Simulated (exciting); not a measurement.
Consider ZnSe (Stilleite), space group F-43m.

```xyz
2
Lattice="0.0000 2.8338 2.8338 2.8338 0.0000 2.8338 2.8338 2.8338 0.0000" Properties=species:S:1:pos:R:3 pbc="T T T"
Se    4.2507    4.2507    4.2507
Zn    0.0000    0.0000    0.0000
```

Absorber: atom 1, with 4 Zn at 2.45 Å (tetrahedral, site symmetry -43m). Method: exciting, all-electron LAPW+lo, PBE, exchange and screened direct term (singlet BSE), 5×5×5 shifted k points, 18 conduction bands, |G+q| up to 3 bohr⁻¹, full RPA screening with nempty = 40, Lorentzian half width 1.17 eV.

Q: Predict the Se K near-edge structure at this level.

Bound core exciton? Undecided on this mesh: the first bright state (over 5 % of the brightest) lies at 0.29 eV from the Kohn–Sham onset and at -0.39 eV from the lowest bare transition of its own mesh. Maxima (height): 1.8 eV (1.00) and 16.1 eV (0.45).

Energy from the Kohn–Sham onset, core level to the lowest empty state found on the meshes used; Im ε in relative units:

```tsv
E (eV)	Im ε
-8.5	0.03
-8.0	0.03
-7.5	0.03
-7.0	0.03
-6.5	0.04
-6.0	0.04
-5.5	0.05
-5.0	0.05
-4.5	0.06
-4.0	0.07
-3.5	0.08
-3.0	0.09
-2.5	0.11
-2.0	0.14
-1.5	0.17
-1.0	0.22
-0.5	0.30
0.0	0.43
0.5	0.61
1.0	0.82
1.5	0.97
2.0	0.99
2.5	0.95
3.0	0.91
3.5	0.90
4.0	0.89
4.5	0.87
5.0	0.84
5.5	0.82
6.0	0.78
6.5	0.74
7.0	0.70
7.5	0.65
8.0	0.62
8.5	0.58
9.0	0.54
9.5	0.47
10.0	0.41
10.5	0.38
11.0	0.38
11.5	0.39
12.0	0.40
12.5	0.42
13.0	0.44
13.5	0.45
14.0	0.45
14.5	0.45
15.0	0.45
15.5	0.45
16.0	0.45
16.5	0.45
17.0	0.44
17.5	0.41
18.0	0.39
18.5	0.37
19.0	0.35
19.5	0.34
20.0	0.34
```

With 125 k points the binding energies are rough. The kernel cutoff is low for a compact core orbital, so the effect of exchange is a lower bound. The zero comes from the unshifted 4×4×4 ground-state mesh; it is exact only where the band minimum lies on that mesh. The structure is a published determination, not relaxed.

[Banner, clock and machine lines of the logs are left out without a mark of their own.]

[Logs are printed without paths, hosts, clocks, repeated set-up lines and the standing remarks that a program may print on its own settings, such as how far it seeks lower states.]

[Hosts, paths, dates, database ids (printed as entryN), source tags and the programs' standing remarks are cut or masked in the printed files.]
